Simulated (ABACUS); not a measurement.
Crystal: O.

```
CELL_PARAMETERS angstrom
2.85140 -1.66242 0.00000
2.85140 1.66242 0.00000
-2.39449 0.00000 3.64705
ATOMIC_POSITIONS crystal
O 0.97455 0.97455 0.84443
O 0.02545 0.02545 0.15557
```

| Quantity | Value |
| --- | --- |
| Program | ABACUS 3.10.1 |
| Task | single point |
| Functional | PBE |
| Potentials or basis | PseudoDojo NC SR 0.4.1 PBE standard |
| Cutoff | 1143 eV |
| Density cutoff | 4572 eV |
| Basis | plane waves |
| k mesh | 10 × 10 × 7 |
| Occupations | fermi-dirac, width 0.05 eV |
| Spin | no spin polarisation |

On this cell: pressure -2.6 GPa; largest force 0.534 eV/Å; band gap on the k mesh none (metal or under the smearing width).

The same run follows on a disturbed copy (atoms moved at random, drawn with an rms of 0.05 Å):

```
O
1.0
     2.85140   -1.66242    0.00000
     2.85140    1.66242    0.00000
    -2.39449    0.00000    3.64705
O
2
Direct
  0.97599 0.97814 0.83922
  0.00632 0.04506 0.16634
```

Task: What changes?

Result: The energy (extrapolated to zero smearing) moves by +97.0 meV/atom; pressure -10.0 GPa; largest force 4.228 eV/Å; band gap on the k mesh none (metal or under the smearing width).

Forces in eV/Å, atoms in the order of the input:
```
O   -1.753  0.232  3.840
O    1.753 -0.232 -3.840
```

Stress tensor (GPa, compression positive):
```
 -3.24   0.45   9.58
  0.45  -2.93  -1.15
  9.58  -1.15 -23.86
```

Caveats: spin is off for a triplet molecule.
